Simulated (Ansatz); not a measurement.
# Ni (Fm-3m) in Ansatz: single point with PBE

Aim: the single point of Ni with PBE.

Program: Ansatz 0.2.0. These are calculated values, not measurements. Logs are shortened: lines on timing, memory, paths and dates and some standing lists are left out, and cuts for length are marked.

## (1) The crystal as given

The structure is cubic, space group Fm-3m (No. 225). The conventional cell has a = 3.475 Å, b = 3.475 Å, c = 3.475 Å, α = 90.00°, β = 90.00°, γ = 90.00°. Ni (site symmetry m-3m) is surrounded by 12 Ni at 2.46 Å.

## (2) Single point, PBE, collinear spin, ferromagnetic start

The input, input.yaml:

```yaml
crystal:
  lattice:
    - [0.0, 1.737572933, 1.737572933]
    - [1.737572933, 0.0, 1.737572933]
    - [1.737572933, 1.737572933, 0.0]
  atoms:
    - { symbol: Ni, position: [0.0, 0.0, 0.0], spin: 2.5 }
hamiltonian:
  xc: pbe
  pseudopotentials: { kind: paw }
magnetization:
  spin_polarized: true
kpoints:
  mp_grid: { grid: [13, 13, 13] }
scf:
  occupations: { method: fermi_dirac, width: 0.05 }
output:
  forces: true
  stress: true
  eigenvalues: true
```

Potentials or basis: Ansatz PAW.

Run with:

```sh
$ ansatz run input.yaml --threads 2 --pin off --max-ram 5120MiB --backend cpu --events-out ev --progress --plain --runs-dir out
```

Output:

```text
Warning: where an SCF of this run starts from atoms to list the orders of its open shells, Ni (site 0, from 0) starts with 2.00 μB on its 3d shell, in the place of the 2.50 μB that the deck gives it: its open shells can hold no more by Hund's first rule. To start from spheres of the given moment, type scf.initial_density.shell_occupations: []
Warning: RAYON_NUM_THREADS=2 ignored (pool sized by the plan → 2); use --threads N
Engine: ansatz 0.2.0, x86_64-unknown-linux-gnu
Pseudopotentials: kind: paw
Pseudopotential: Ni, paw, valence charge 18, recommended cutoff 420 eV (normal), Ni.paw.azcp
Functional definition: PBE
  parameter kappa = 0.804
  parameter beta = 0.06672455060314922
  exchange = pbe_x(kappa = kappa, mu = beta*pi^2/3)
  correlation = pbe_c(beta = beta)
Crystal: 1 atoms, lattice volume = 10.492 Å³
Basis set: ecut = 420 eV, 181 PW (Γ), exchange–correlation on 36×36×36 points (8 copies of the dense FFT grid, shifted against one another)
Bands: 15, of which v1, the nominal top of the filled ones, is band 9 counted from 1 (8 counted from 0)
Symmetry: 48 space group operations
Space group: Fm-3m (ITA 225), of the structure as read, at distance tolerance 2.2e-5 Å
Magnetic group: BNS 225.116 (UNI 1618), of the structure as read, at distance tolerance 2.2e-5 Å
k-points: 84 of 2197
Non-local potential: Ni, projectors of the file, l = 0: 3, l = 1: 2, l = 2: 3, l = 3: 1
PAW form: soft (Blöchl's): semilocal exchange-correlation on the pseudo side does not see the compensation charge
PAW one-centre angular grid: Ni, 590 points (default); XC on 64 Gauss nodes
Initial density: superposition of atomic densities (chi_scale 0.1, normalization cell)
Starting moments: Σ|m| = 2.5 μB on 1 of 1 site
Initial wavefunctions: pseudopotential atomic-orbital guess
Functional: x = pbe(κ = 0.804, μ = 0.2195149727645171), c = pbe(β = 0.06672455060314922)
SCF iter   1: F=—  HF=-5839.136072 eV  |F-HF|=—  |Δ(HF+E_count)|=         —  Δρ=1.76e-1 (↑1.76e-1 ↓7.59e-2)  dr2=8.61e-1  dr2_m=1.44e0  M=0.981 μB ∫|m|=1.042 μB  β_m=0.30  ethr=3.10e-3  ⟨swp⟩=5.7  Hψ=12783  notcnv=0
Mixer restart at iter 1: flushing history
preconditioner: auto → none  [metal: Δε(μ)=0.014 eV  Ē_g=18.916 eV  σ=0.050 eV  W_gap=0.07  n_scr=0 (ndim 8)  ℏωp=36.3 eV  f_vac=0.000  D(μ)=1.40/eV (n_scr^D=14)]
SCF iter   2: F=—  HF=-5838.918734 eV  |F-HF|=—  |Δ(HF+E_count)|=   2.17e-1  Δρ=1.59e-1 (↑8.12e-2 ↓1.59e-1)  dr2=3.60e-1  dr2_m=1.35e0  M=0.774 μB ∫|m|=0.839 μB  β_m=0.43  ethr=3.10e-3  ⟨swp⟩=2.8  Hψ=5395  notcnv=0  defer=195
SCF iter   3: F=—  HF=-5839.369350 eV  |F-HF|=—  |Δ(HF+E_count)|=   4.51e-1  Δρ=8.86e-2 (↑8.86e-2 ↓7.23e-2)  dr2=2.08e-2  dr2_m=6.20e-1  M=0.723 μB ∫|m|=0.799 μB  β_m=0.72  ethr=2.00e-3  ⟨swp⟩=2.7  Hψ=4843  notcnv=0  defer=146
SCF iter   4: F=—  HF=-5839.667792 eV  |F-HF|=—  |Δ(HF+E_count)|=   2.98e-1  Δρ=2.51e-2 (↑1.05e-2 ↓2.51e-2)  dr2=1.30e-2  dr2_m=2.67e-2  M=0.646 μB ∫|m|=0.722 μB  β_m=0.64  ethr=1.16e-4  ⟨swp⟩=2.2  Hψ=5198  notcnv=0  defer=200
SCF iter   5: F=—  HF=-5839.712606 eV  |F-HF|=—  |Δ(HF+E_count)|=   4.48e-2  Δρ=4.54e-3 (↑4.54e-3 ↓2.91e-3)  dr2=2.17e-3  dr2_m=1.18e-4  M=0.634 μB ∫|m|=0.714 μB  β_m=0.68  ethr=7.23e-5  ⟨swp⟩=2.4  Hψ=4691  notcnv=0  defer=200
SCF iter   6: F=—  HF=-5839.718945 eV  |F-HF|=—  |Δ(HF+E_count)|=   6.34e-3  Δρ=4.19e-3 (↑3.14e-3 ↓4.19e-3)  dr2=2.98e-3  dr2_m=4.79e-5  M=0.631 μB ∫|m|=0.713 μB  β_m=0.84  ethr=1.20e-5  ⟨swp⟩=2.6  Hψ=4555  notcnv=0  defer=200
SCF iter   7: F=—  HF=-5839.720689 eV  |F-HF|=—  |Δ(HF+E_count)|=   1.74e-3  Δρ=1.00e-3 (↑3.47e-4 ↓1.00e-3)  dr2=9.84e-5  dr2_m=1.32e-5  M=0.630 μB ∫|m|=0.713 μB  β_m=0.92  ethr=1.20e-5  ⟨swp⟩=2.2  Hψ=4052  notcnv=0  defer=200
SCF iter   8: F=—  HF=-5839.720724 eV  |F-HF|=—  |Δ(HF+E_count)|=   3.46e-5  Δρ=1.57e-4 (↑5.48e-5 ↓1.57e-4)  dr2=2.61e-6  dr2_m=3.13e-7  M=0.630 μB ∫|m|=0.713 μB  β_m=0.96  ethr=5.47e-7  ⟨swp⟩=2.3  Hψ=3399  notcnv=0  defer=200
SCF iter   9: F=—  HF=-5839.720724 eV  |F-HF|=—  |Δ(HF+E_count)|=   4.58e-7  Δρ=2.17e-5 (↑1.27e-5 ↓2.17e-5)  dr2=7.35e-8  dr2_m=2.35e-9  M=0.630 μB ∫|m|=0.713 μB  β_m=0.98  ethr=1.45e-8  ⟨swp⟩=2.3  Hψ=3685  notcnv=0  defer=200
SCF iter  10: F=-5839.720724 eV  HF=-5839.720724 eV  |F-HF|=1.18e-11  |Δ(HF+E_count)|=  8.50e-10  Δρ=3.94e-7 (↑3.94e-7 ↓2.58e-7)  dr2=1.62e-11  dr2_m=1.22e-12  M=0.630 μB ∫|m|=0.713 μB  ethr=4.08e-10  ⟨swp⟩=6.3  Hψ=10212  notcnv=0
SCF 1 converged in 10 iterations: F = -5839.720724 eV  dr2 = 1.62e-11
SCF converged after 10 iterations
Magnetization: 0.6295 μB (9.3148 up, 8.6852 down)
Absolute magnetization: 0.7136 μB (∫|ρ↑−ρ↓|, with the PAW one-centre terms)
Spin contamination: 0.0063 ħ² per cell (⟨S²⟩ above its minimum at these occupations)
Per-site moments (μB) at R_I (Å): [(0.6656372398105914, 1.0136359230776613)]
Free energy (F): -5839.720724 eV
Harris-Foulkes:  -5839.720724 eV  (|F-HF|=1.18e-11)
Internal energy: -5839.708182 eV  (E = F + TS)
E sigma→0 (E₀):  -5839.714453 eV
Entropy (-TS):   -0.012542 eV (-12.542 meV/atom)
Fermi energy:    19.035490 eV
--- Per-component energies (eV) ---
  E_band       = -270.572878
  E_kinetic    = 282.849783
  E_local      = -3376.845363  (includes V_loc(G=0)·N_el)
  E_nonlocal   = 635.165776
  E_hartree    = 1411.223678
  E_xc         = -85.183743
  E_vxc        = -109.871474  (∫ρ·V_xc dr)
  E_paw        = -1629.263031  (= ΣΔE_a)
  E_vpaw       = -524.319203  (= ΣTr[D̂ρ^β])
  E_aug_tail   = 0.000546  (compensation charges beyond the density's cutoff)
  E_ewald      = -3077.655828
  E_smearing   = -0.012542  (= −TS)
  E_closure    = -0.000000  (closes the sum)
  Σ components = -5839.720724   (vs F -5839.720724, Δ=0.00e0)
--- Forces (eV/Å), atoms counted from 1 ---
  atom   1  Ni    -0.00000000     0.00000000     0.00000000
  max |Σ_I F_I| component: 1.60e-31 eV/Å
--- Stress (GPa, compression-positive) ---
        8.090885      -0.000000       0.000000
        0.000000       8.090885      -0.000000
        0.000000       0.000000       8.090885
  P = ⅓ Tr σ = 8.0909 GPa (80.909 kbar)
--- Band table (eV; the first three rows and the last of 168) ---
  k-point 0 ↑: bands = ["-84.7084", "-44.9482", "-44.9482", "-44.9482", "9.6432", "16.4733", "16.4733", "16.4733", "17.7256", "17.7256", "42.8079", "47.0636", "47.0636", "47.0636", "49.6541"]
  k-point 1 ↑: bands = ["-84.7061", "-44.9627", "-44.9503", "-44.9503", "9.8807", "16.4101", "16.5272", "16.5272", "17.7030", "17.7030", "41.9941", "44.7497", "46.5164", "46.5164", "50.4447"]
  k-point 2 ↑: bands = ["-84.6998", "-45.0027", "-44.9560", "-44.9560", "10.5714", "16.2565", "16.6481", "16.6481", "17.6745", "17.6745", "38.6452", "43.7397", "45.6769", "45.6769", "51.0300"]
  k-point 83 ↓: bands = ["-83.8177", "-44.3104", "-44.2890", "-44.2239", "15.4257", "16.2202", "16.5372", "18.2388", "19.4013", "25.7618", "27.7967", "29.9031", "31.0000", "48.6723", "50.0192"]
```

Wall time 3.4 s (2 threads of Intel Xeon Platinum 8175M at 2.50GHz (Skylake/Cascade Lake), shared host); peak memory 0.33 GiB.

What came out:

```yaml
Free_energy: -5839.7207 eV
Pressure: 8.1 GPa
Band_gap_on_the_k_mesh: none (metal or under the smearing width)
Net_moment: 0.63 μB per cell
Absolute_moment: 0.71 μB per cell
Site_moments: Ni +0.67 μB
```
